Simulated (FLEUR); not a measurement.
The system is HfO2.

```xyz
3
Lattice="0.0000 2.5575 2.5575 2.5575 0.0000 2.5575 2.5575 2.5575 0.0000" Properties=species:S:1:pos:R:3 pbc="T T T"
Hf    0.0000    0.0000    0.0000
O     3.8363    3.8363    3.8363
O     1.2788    1.2788    1.2788
```

Measurements of this composition are mostly on another form, of space group No. 14.

Base run:

| Quantity | Value |
| --- | --- |
| Program | FLEUR MaX-R8.1 (later development tree) |
| Functional | r2SCAN |
| Potentials or basis | all-electron |
| Basis | FLAPW |
| Kmax | 4.86 1/bohr |
| k mesh | 7 × 7 × 7 |
| Occupations | fermi-dirac, width 0.05 eV |
| Spin | spin-orbit coupling, no magnetisation |

Its results: band gap on the k mesh 4.38 eV, indirect (least direct gap 4.53 eV).

Question: The run is repeated on the same cell with these changes: k mesh from 7 × 7 × 7 to 9 × 9 × 9; spin from spin-orbit coupling, no magnetisation to no spin polarisation. What comes out?

Answer: Band gap on the k mesh 4.33 eV, indirect (least direct gap 4.43 eV).

Several settings changed at once, so the effect can't be laid on one alone.

Caveats: the meta-GGA is that of a development version, with a GGA for the radial functions and cores and without core tails; the mesh misses the band edges, which the band path finds closer together; spin-orbit coupling is added in second variation on a limited number of bands (some runs); spin-orbit coupling is left out, which moves the levels of the heavy elements (some runs).
